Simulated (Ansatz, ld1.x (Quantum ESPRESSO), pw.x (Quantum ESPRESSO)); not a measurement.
## What a changed setting does to a pw.x run (diamond Ta)

Potential: PAW, ld1.x (Quantum ESPRESSO) 7.5, PBE; core [Xe] 4f14, reference 5d3 6s1 6p0; waves: 6s (bound): rcut 1.95, rcutus 2.50 bohr; 6s channel at 0.05 Ry: rcut 1.95, rcutus 2.50 bohr; 6p (bound, empty): rcut 2.30, rcutus 2.70 bohr; 6p channel at 2.55 Ry: rcut 2.30, rcutus 2.70 bohr; 5d (bound): rcut 2.00, rcutus 2.45 bohr; 5d channel at -0.3 Ry: rcut 2.00, rcutus 2.45 bohr; local part: all-electron potential smoothed inside 2.40 bohr (lloc = -2); core correction: Bessel-smoothed model core inside 1.75 bohr; augmentation: GAUSS, radius 2.10 bohr.

The reference run (k-mesh 8³, cutoffs 40/320 Ry, Fermi–Dirac 0.01 Ry, mixing_beta 0.4, conv_thr 1e-9, no spin) gives -0.44 GPa at 28.487 Å³/atom, where all-electron LAPW gives -0.00 GPa. This run, with its own iteration cap, changes diagonalization to paro.

```
&control
  calculation='scf', prefix='x', pseudo_dir='./', outdir='./tmp', tstress=.true., disk_io='none'
/
&system
  ibrav=0, nat=2, ntyp=1, ecutwfc=40, ecutrho=320, nbnd=12,
  occupations='smearing', smearing='fd', degauss=0.01
/
&electrons
  conv_thr=1e-09, mixing_beta=0.4, electron_maxstep=70, diagonalization='paro'
/
ATOMIC_SPECIES
Ta 1.0 Ta.UPF
CELL_PARAMETERS angstrom
  0.00000000 3.05409287 3.05409287
  3.05409287 0.00000000 3.05409287
  3.05409287 3.05409287 0.00000000
ATOMIC_POSITIONS crystal
Ta 0.0000 0.0000 0.0000
Ta 0.2500 0.2500 0.2500
K_POINTS automatic
8 8 8 0 0 0
```

```bash
pw.x < Ta.scf.in > Ta.scf.out
```

Q: How does the run end?

A: It converges in 9 iterations; the free energy moves by +0.0 meV/atom and the pressure by +0.00 GPa. The result is that of the reference run.

```
Message from routine setup:
     using ibrav=0 with symmetry is DISCOURAGED, use correct ibrav instead
     lattice parameter (alat)  =       8.1620  a.u.
     unit-cell volume          =     384.4796 (a.u.)^3
     number of electrons       =        10.00
     number of Kohn-Sham states=           12
     kinetic-energy cutoff     =      40.0000  Ry
     charge density cutoff     =     320.0000  Ry
     scf convergence threshold =      1.0E-09
     Exchange-correlation= SLA  PW   PBX  PBC
     number of k points=    29  Fermi-Dirac smearing, width (Ry)=  0.0100
     iteration #  1     ecut=    40.00 Ry     beta= 0.40
     total energy              =   -1271.86365075 Ry
     estimated scf accuracy    <       0.50663912 Ry
     iteration #  2     ecut=    40.00 Ry     beta= 0.40
     total energy              =   -1271.90489393 Ry
     estimated scf accuracy    <       0.03120237 Ry
     iteration #  3     ecut=    40.00 Ry     beta= 0.40
     total energy              =   -1271.90696318 Ry
     estimated scf accuracy    <       0.00453662 Ry
     [... 3 iterations left out ...]
     iteration #  7     ecut=    40.00 Ry     beta= 0.40
     total energy              =   -1271.90724378 Ry
     estimated scf accuracy    <       0.00000003 Ry
     iteration #  8     ecut=    40.00 Ry     beta= 0.40
     total energy              =   -1271.90724462 Ry
     estimated scf accuracy    <          5.7E-09 Ry
     iteration #  9     ecut=    40.00 Ry     beta= 0.40
     the Fermi energy is     6.0840 ev
!    total energy              =   -1271.90724512 Ry
     estimated scf accuracy    <          3.5E-10 Ry
     smearing contrib. (-TS)   =      -0.01779565 Ry
     The total energy is F=E-TS. E is the sum of the following terms:
     one-electron contribution =      11.28100930 Ry
     hartree contribution      =       1.57936363 Ry
     xc contribution           =     -49.88226245 Ry
     ewald contribution        =     -23.33402164 Ry
     one-center paw contrib.   =   -1211.53353830 Ry
     convergence has been achieved in   9 iterations
          total   stress  (Ry/bohr**3)                   (kbar)     P=       -4.41
     Message from routine punch:
     Nothing written, as per user request (disk_io='none')
```

The run took about 30 s on one core of a shared host (Neoverse-V1, 32 threads, 247 GiB, load 12).
